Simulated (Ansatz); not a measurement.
input.yaml (Ansatz)

```yaml
crystal:
  lattice:
    - [2.3966964736, 0.0, 0.0]
    - [-1.1983482368, 2.0756000313, 0.0]
    - [0.0, 0.0, 7.7731606717]
  atoms:
    - { symbol: Mn, position: [1.0, 0.0, 1.0], spin: 0.802 }
    - { symbol: Mn, position: [1.0, 0.0, 0.5], spin: 0.802 }
    - { symbol: Mn, position: [0.3333333333, 0.6666666667, 0.25], spin: -0.714 }
    - { symbol: Mn, position: [0.6666666667, 0.3333333333, 0.75], spin: -0.714 }
hamiltonian:
  xc: revpbe
  pseudopotentials:
    kind: paw
    azcp:
      Mn: "pseudopotentials/Mn.paw.azcp"
basis:
  ecutwfc: 420
  fft_grid_basis: typed
kpoints:
  mp_grid: { grid: [16, 16, 5], shift: [0, 0, 0] }
magnetization:
  spin_polarized: true
scf:
  occupations: { method: fermi_dirac, width: 0.05 }
  lower_state_search: "off"
output:
  stress: true
```

Output

```
Engine: ansatz 0.2.0, aarch64-unknown-linux-gnu
Pseudopotentials: kind: paw
Pseudopotential: Mn, paw, valence charge 15, recommended cutoff 420 eV (normal) 
Functional definition: revPBE
  parameter kappa = 1.245
  parameter beta = 0.06672455060314922
  exchange = pbe_x(kappa = kappa, mu = beta*pi^2/3)
  correlation = pbe_c(beta = beta)
Crystal: 4 atoms, lattice volume = 38.668 Å³
Basis set: ecut = 420 eV, 727 PW (Γ)
Bands: 38, of which v1, the nominal top of the filled ones, is band 30 counted from 1 (29 counted from 0)
Symmetry: 24 space group operations
Space group: P63/mmc (ITA 194), of the structure as read, at distance tolerance 3.4e-5 Å
Magnetic group: BNS 194.263 (UNI 1493), of the structure as read, at distance tolerance 3.4e-5 Å
k-points: 90 of 1280
Non-local potential: Mn, projectors of the file, l = 0: 3, l = 1: 2, l = 2: 3, l = 3: 1
PAW form: soft (Blöchl's): semilocal exchange-correlation on the pseudo side does not see the compensation charge
PAW frozen core: Mn, regenerated for the run's functional, and the local potential with it (the file was generated under x = pbe(κ = 0.804, μ = 0.2195149727645171), c = pbe(β = 0.06672455060314922))
PAW one-centre angular grid: Mn, 590 points (default); XC on 64 Gauss nodes
Initial density: superposition of atomic densities (chi_scale 0.1, normalization cell)
Starting moments: Σ|m| = 3.032 μB on 4 of 4 sites
Initial wavefunctions: pseudopotential atomic-orbital guess
Functional: x = revpbe(κ = 1.245, μ = 0.2195149727645171), c = pbe(β = 0.06672455060314922)
SCF iter   1: F=—  HF=-15608.933563 eV  |F-HF|=—  |Δ(HF+E_count)|=         —  Δρ=7.57e-2 (↑7.57e-2 ↓7.32e-2)  dr2=4.75e0  dr2_m=3.49e-1  M=0.078 μB ∫|m|=1.875 μB  β_m=0.30  ethr=3.10e-3  ⟨swp⟩=4.8  Hψ=21572  notcnv=0
SCF iter   2: F=—  HF=-15607.921224 eV  |F-HF|=—  |Δ(HF+E_count)|=    1.01e0  Δρ=4.05e-2 (↑4.05e-2 ↓3.43e-2)  dr2=1.06e0  dr2_m=1.65e-1  M=0.048 μB ∫|m|=1.885 μB  β_m=0.30  ethr=3.10e-3  ⟨swp⟩=3.0  Hψ=12333  notcnv=0  defer=194
SCF iter   3: F=—  HF=-15607.754852 eV  |F-HF|=—  |Δ(HF+E_count)|=   1.66e-1  Δρ=5.31e-2 (↑2.53e-2 ↓5.31e-2)  dr2=2.94e0  dr2_m=8.09e-2  M=0.090 μB ∫|m|=1.875 μB  β_m=0.30  ethr=1.77e-3  ⟨swp⟩=3.0  Hψ=11020  notcnv=0  defer=190
SCF iter   4: F=—  HF=-15607.658203 eV  |F-HF|=—  |Δ(HF+E_count)|=   9.66e-2  Δρ=2.24e-2 (↑2.24e-2 ↓9.58e-3)  dr2=1.81e-1  dr2_m=5.79e-2  M=0.038 μB ∫|m|=1.810 μB  β_m=0.30  ethr=1.77e-3  ⟨swp⟩=2.3  Hψ=9268  notcnv=0  defer=159
SCF iter   5: F=—  HF=-15607.668699 eV  |F-HF|=—  |Δ(HF+E_count)|=   1.05e-2  Δρ=1.18e-2 (↑1.02e-2 ↓1.18e-2)  dr2=2.67e-3  dr2_m=4.25e-2  M=0.051 μB ∫|m|=1.744 μB  β_m=0.30  ethr=3.02e-4  ⟨swp⟩=3.0  Hψ=11508  notcnv=0  defer=156
SCF iter   6: F=—  HF=-15607.677444 eV  |F-HF|=—  |Δ(HF+E_count)|=   8.75e-3  Δρ=9.88e-3 (↑9.88e-3 ↓9.69e-3)  dr2=1.05e-3  dr2_m=3.35e-2  M=0.050 μB ∫|m|=1.680 μB  β_m=0.30  ethr=4.45e-6  ⟨swp⟩=2.2  Hψ=12046  notcnv=0  defer=156
...
iter 28 did not close the SCF: its close was put off for a magnetic moment that had not settled (scf_convergence_deferred on its scf_iter line)
SCF iter  28: F=-15607.711467 eV  HF=-15607.711467 eV  |F-HF|=1.60e-9  |Δ(HF+E_count)|=   1.79e-8  Δρ=3.07e-6 (↑2.41e-6 ↓3.07e-6)  dr2=3.44e-9  dr2_m=1.41e-9  M=0.000 μB ∫|m|=0.000 μB  β_m=0.63  ethr=1.67e-10  ⟨swp⟩=2.9  Hψ=23216  notcnv=0
iter 29 did not close the SCF: its close was put off for a magnetic moment that had not settled (scf_convergence_deferred on its scf_iter line)
SCF iter  29: F=-15607.711467 eV  HF=-15607.711467 eV  |F-HF|=2.18e-11  |Δ(HF+E_count)|=  9.20e-10  Δρ=1.56e-6 (↑1.56e-6 ↓1.11e-6)  dr2=5.70e-10  dr2_m=4.22e-10  M=0.000 μB ∫|m|=0.000 μB  β_m=0.69  ethr=5.73e-12  ⟨swp⟩=2.0  Hψ=20309  notcnv=0
SCF iter  30: F=-15607.711467 eV  HF=-15607.711467 eV  |F-HF|=2.16e-10  |Δ(HF+E_count)|=  6.84e-10  Δρ=6.67e-7 (↑6.67e-7 ↓4.98e-7)  dr2=2.70e-10  dr2_m=4.24e-11  M=-0.000 μB ∫|m|=0.000 μB  ethr=1.00e-12  ⟨swp⟩=1.7  Hψ=20089  notcnv=0
WARN: the starting moments were not kept: the SCF closed with an absolute magnetisation of 7.3e-5 μB, where they sum to 3.032 μB in size (4 sites). That is at most 0.1 of that sum. Measured as dr2_m measures the in/out step, that magnetisation stands 1.9e-9 eV from none, at or under the dr2_threshold of 1.0e-7 eV: it is no larger than a step whose dr2_m would equal this threshold. The system may hold no moment; this SCF shows only that its start led to no more than that. To try another start: raise the starting moments (crystal.atoms[].spin, magnetization.per_species, magnetization.initial_magnetization, or on a non-collinear deck that types none of these the spinor_matrix: blocks that start its atoms; where the total moment is fixed, keep their sum and leave initial_magnetization as it is; typed ones take the place of any that the run laid by itself, positive ones on a crystal's lanthanoids without a Hubbard term where scf.initial_density.shell_occupations: [] is typed) or, if the notice of its spin-set hold's release reads "site moments contracting" or "site moments show no strong build", lengthen the hold (scf.mixing.spin_hold: { on: { confirm: 4 } }; for m-r²SCAN on two components see the key's manual first). Each may lead to a state that holds a moment. A second SCF, from the converged charge density, with the starting moments and any scf.initial_density.shell_occupations laid on it anew, would have followed, and was not run: the deck does not ask for one (magnetization.retry_lost_moments is false, the default). To let it run, set magnetization.retry_lost_moments: true and run the deck again, where that key's refused combinations let it; where memory then withholds it, that run's warning says so.
SCF 1 converged in 30 iterations: F = -15607.711467 eV  dr2 = 2.70e-10
SCF converged after 30 iterations
Magnetization: -0.0000 μB (30.0000 up, 30.0000 down)
Absolute magnetization: 0.0001 μB (∫|ρ↑−ρ↓|, with the PAW one-centre terms)
Spin contamination: 0.0000 ħ² per cell (⟨S²⟩ above its minimum at these occupations)
Per-site moments (μB) at R_I (Å): [(-1.9806482991851954e-5, 0.9840606321918293), (-1.9806482991799204e-5, 0.9840606321918293), (1.5176993027466483e-5, 0.9840606321918293), (1.5176993027158534e-5, 0.9840606321918293)]
Free energy (F): -15607.711467 eV
Harris-Foulkes:  -15607.711467 eV  (|F-HF|=2.16e-10)
Internal energy: -15607.676014 eV  (E = F + TS)
E sigma→0 (E₀):  -15607.693741 eV
Entropy (-TS):   -0.035453 eV (-8.863 meV/atom)
Fermi energy:    23.005783 eV
--- Per-component energies (eV) ---
  E_band       = -475.551697
  E_kinetic    = 1248.953095
  E_local      = -5795.392869  (includes V_loc(G=0)·N_el)
  E_nonlocal   = 941.657547
  E_hartree    = 2449.098386
  E_xc         = -469.112483
  E_vxc        = -601.225178  (∫ρ·V_xc dr)
  E_paw        = -5197.362804  (= ΣΔE_a)
  E_vpaw       = -1167.740366  (= ΣTr[D̂ρ^β])
  E_aug_tail   = -0.000042  (compensation charges beyond the density's cutoff)
  E_ewald      = -8785.374718
  E_core_change = -0.142127  (= ΣΔE_core)
  E_smearing   = -0.035453  (= −TS)
  E_closure    = -0.000000  (closes the sum)
  Σ components = -15607.711467   (vs F -15607.711467, Δ=0.00e0)
--- Stress (GPa, compression-positive) ---
       41.164323       0.000000      -0.000000
        0.000000      41.164323       0.000000
       -0.000000       0.000000      39.374795
  P = ⅓ Tr σ = 40.5678 GPa (405.678 kbar)
```
